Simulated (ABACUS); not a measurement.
# BN (P1) in ABACUS: equation of state

How stiff is BN in PBE, and what volume does it want? The cell is scaled to several volumes.

All numbers are computed with ABACUS 3.10.1; they aren't measurements. Logs are shortened: lines on timing, memory, paths and dates and some standing lists are left out, and cuts for length are marked.

## (1) The crystal as given

The typed cell holds 2 atoms: a = 2.508 Å, b = 2.508 Å, c = 3.274 Å, α = 101.11°, β = 101.11°, γ = 119.81°.

The cell comes from a database or a generator and needn't be the stable form of this composition.

## (2) Equation of state, PBE, 7.75 Å³/atom (volume scaled by 0.94)

Contents of INPUT:

```
INPUT_PARAMETERS
suffix              BN
calculation         scf
basis_type          pw
pseudo_dir          ./
symmetry            1
dft_functional      pbe
ecutwfc             84
pseudo_rcut         10
nspin               1
nbands              8
ks_solver           dav
smearing_method     fd
smearing_sigma      0.00367493
scf_thr             1e-08
scf_nmax            100
mixing_type         broyden
mixing_beta         0.7
cal_force           1
cal_stress          1
kpar                4
```

Contents of STRU:

```
ATOMIC_SPECIES
N 14.0070 N.upf
B 10.8100 B.upf

LATTICE_CONSTANT
1.8897261246

LATTICE_VECTORS
2.4568420491 0.0000000000 0.0000000000
-1.2212605467 2.1318056974 0.0000000000
-0.6177907512 -1.0659028487 2.9608381970

ATOMIC_POSITIONS
Direct

N
0.0
1
0.6685060000 0.3323850000 0.9849990000 1 1 1

B
0.0
1
0.9796430000 0.9834990000 0.0018060000 1 1 1
```

Contents of KPT:

```
K_POINTS
0
Gamma
13 13 9 0 0 0
```

Potentials or basis: PseudoDojo NC SR 0.4.1 PBE standard, plane waves.

The run is started by

```console
$ OMP_NUM_THREADS=1 mpirun -np 4 abacus > log
```

running log:

```text
ABACUS v3.10.1

               Atomic-orbital Based Ab-initio Computation at UStc

 ------------------------------------------------------------------------------------

 READING GENERAL INFORMATION
                           global_out_dir = OUT.BN/
                           global_in_card = INPUT
                               pseudo_dir = ./
                              orbital_dir =
                                    DSIZE = 4
                                    GSIZE = 1

 READING UNITCELL INFORMATION
                                    ntype = 2
                  lattice constant (Bohr) = 1.88973
              lattice constant (Angstrom) = 1

 READING ATOM TYPE 1
                               atom label = N
                      L=0, number of zeta = 1
                      L=1, number of zeta = 1
                      L=2, number of zeta = 1
             number of atom for this type = 1

 READING ATOM TYPE 2
                               atom label = B
                      L=0, number of zeta = 1
                      L=1, number of zeta = 1
                      L=2, number of zeta = 1
             number of atom for this type = 1

                        TOTAL ATOM NUMBER = 2
DIRECT COORDINATES
    atom                   x                   y                   z     mag                  vx                  vy                  vz
taud_N1            0.6685060000        0.3323850000        0.9849990000  0.0000        0.0000000000        0.0000000000        0.0000000000
taud_B1            0.9796430000        0.9834990000        0.0018060000  0.0000        0.0000000000        0.0000000000        0.0000000000

                          Volume (Bohr^3) = 104.649
                             Volume (A^3) = 15.5074

 Lattice vectors: (Cartesian coordinate: in unit of a_0)
             +2.45684                  +0                  +0
             -1.22126            +2.13181                  +0
            -0.617791             -1.0659            +2.96084
 Reciprocal vectors: (Cartesian coordinate: in unit of 2 pi/a_0)
            +0.407027           +0.233176           +0.168871
                   -0           +0.469086           +0.168871
                   +0                  -0           +0.337742
 The esolver type has been set to : ksdft_pw

                PAO radial cut off (Bohr) = 10

 Read in pseudopotential file is N.upf
                     pseudopotential type = NC
          exchange-correlation functional = PBE
                 nonlocal core correction = 1
                        valence electrons = 5
                                     lmax = 1
                           number of zeta = 2
                     number of projectors = 4
                           L of projector = 0
                           L of projector = 0
                           L of projector = 1
[... 165 lines left out ...]
 projector 4 L=1
 B non-local projectors:
 projector 1 L=0
 projector 2 L=0
 projector 3 L=1
 projector 4 L=1
      TOTAL NUMBER OF NONLOCAL PROJECTORS = 16

 Init Non-Local PseudoPotential table :
 Init Non-Local-Pseudopotential done.

                                     npwx = 1372

 Make real space PAO into reciprocal space.
       max mesh points in Pseudopotential = 1001
     dq(describe PAO in reciprocal space) = 0.01
                                    max q = 1104

 number of pseudo atomic orbitals for N is 2
WARNING: norm of atomic wavefunction # 2 of atomic type N is 0.999999, renormalized

 number of pseudo atomic orbitals for B is 2
WARNING: norm of atomic wavefunction # 2 of atomic type B is 0.999877, renormalized

 -------------------------------------------
 SELF-CONSISTENT
 -------------------------------------------
                                 init_chg = atomic

 PW ALGORITHM --------------- ION=   1  ELEC=   1--------------------------------

 Density error is 0.389205063106
                          Error Threshold = 0.01
----------------------------------------------------------
     Energy           Rydberg                 eV
----------------------------------------------------------
 E_KohnSham     -26.6934052008       -363.1824097544
 E_Harris       -24.6889720538       -335.9106976946
 E_Fermi        0.4142372974         5.6359875688
----------------------------------------------------------
[... 75 lines left out ...]
 Density error is 3.92373606986e-11
                          Error Threshold = 1.54169141811e-10
----------------------------------------------------------
     Energy           Rydberg                 eV
----------------------------------------------------------
 E_KohnSham     -26.7964627094       -364.5845790917
 E_KS(sigma->0) -26.7964627094       -364.5845790917
 E_Harris       -26.7964635713       -364.5845908191
 E_band         -0.5213679885        -7.0935753982
 E_one_elec     -4.0403427652        -54.9716834802
 E_Hartree      6.7274603708         91.5317941116
 E_xc           -8.7619546574        -119.2125089588
 E_Ewald        -20.7216256574       -281.9321807643
 E_entropy(-TS) -0.0000000000        -0.0000000001
 E_descf        0.0000000000         0.0000000000
 E_exx          0.0000000000         0.0000000000
 E_Fermi        0.6487447198         8.8266247367
----------------------------------------------------------

 charge density convergence is achieved
 final etot is -364.58457909 eV
 EFERMI = 8.8266247367 eV

 STATE ENERGY(eV) AND OCCUPATIONS    NSPIN == 1
 1/191 kpoint (Cartesian) = 0.0000 0.0000 0.0000 (1345 pws)
       1       -11.9253     0.00131492
       2        2.77161     0.00131492
       3        4.30954     0.00131492
       4        5.98983     0.00131492
       5        12.5081    1.38809e-35
       6        17.5196    4.09924e-79
       7        19.7007        0.00000
       8        20.4069        0.00000
[... 41 lines left out ...]
 6/191 kpoint (Cartesian) = 0.15655 0.089683 0.064950 (1368 pws)
       1       -9.04828     0.00262985
       2       -1.39438     0.00262985
       3        2.02124     0.00262985
       4        4.54988     0.00262985
       5        12.9467    4.29666e-39
       6        16.8022    1.39741e-72
       7        19.7933        0.00000
       8        25.0562        0.00000

[... levels at 185 further k points ...]

------------------------------------------------------------------------------------------
 TOTAL-FORCE (eV/Angstrom)
------------------------------------------------------------------------------------------
                        N1        -1.9286435842        -2.4198222879         0.5554278677
                        B1         1.9286435842         2.4198222879        -0.5554278677
------------------------------------------------------------------------------------------

----------------------------------------------------------------
 TOTAL-STRESS (KBAR)
----------------------------------------------------------------
       210.0551985745       -76.0444498591         6.8570857844
       -76.0444498591       389.2748046004        14.1766091327
         6.8570857844        14.1766091327       105.1000405065
----------------------------------------------------------------
 TOTAL-PRESSURE: 234.810015 KBAR

 --------------------------------------------
 !FINAL_ETOT_IS -364.5845790917081217 eV
 --------------------------------------------
```

Run time: 33 s. Hardware: 4 MPI ranks of Intel Xeon 6975P-C (Granite Rapids), shared host; peak memory 0.36 GiB.

What came out:

```yaml
Free_energy: -364.5846 eV
Pressure: 23.5 GPa
Largest_force: 3.144 eV/Å
Band_gap_on_the_k_mesh: 2.84 eV, indirect (least direct gap 4.71 eV)
```

Caveat: an odd mesh through Γ misses points on the zone boundary, where band edges often lie; forces of over 1 eV/Å show positions far from the minimum, so gaps and moduli don't describe the material at rest.

## (3) Equation of state, PBE, 7.92 Å³/atom (volume scaled by 0.96)

INPUT is that of step 2.

Contents of STRU:

```
ATOMIC_SPECIES
N 14.0070 N.upf
B 10.8100 B.upf

LATTICE_CONSTANT
1.8897261246

LATTICE_VECTORS
2.4741443238 0.0000000000 0.0000000000
-1.2298612564 2.1468189082 0.0000000000
-0.6221415337 -1.0734094541 2.9816898573

ATOMIC_POSITIONS
Direct

N
0.0
1
0.6685060000 0.3323850000 0.9849990000 1 1 1

B
0.0
1
0.9796430000 0.9834990000 0.0018060000 1 1 1
```

KPT is that of step 2.

Potentials or basis: PseudoDojo NC SR 0.4.1 PBE standard, plane waves.

The run is started by

```console
$ OMP_NUM_THREADS=1 mpirun -np 4 abacus > log
```

Wall time 30 s (4 MPI ranks of Intel Xeon 6975P-C (Granite Rapids), shared host); peak memory 0.36 GiB.

Results (log left out):

```yaml
Free_energy: -364.6258 eV
Pressure: 16.6 GPa
Largest_force: 3.002 eV/Å
Band_gap_on_the_k_mesh: 2.85 eV, indirect (least direct gap 4.66 eV)
```

Caveat: an odd mesh through Γ misses points on the zone boundary, where band edges often lie; forces of over 1 eV/Å show positions far from the minimum, so gaps and moduli don't describe the material at rest.

(Continued in part 2 of 2.)
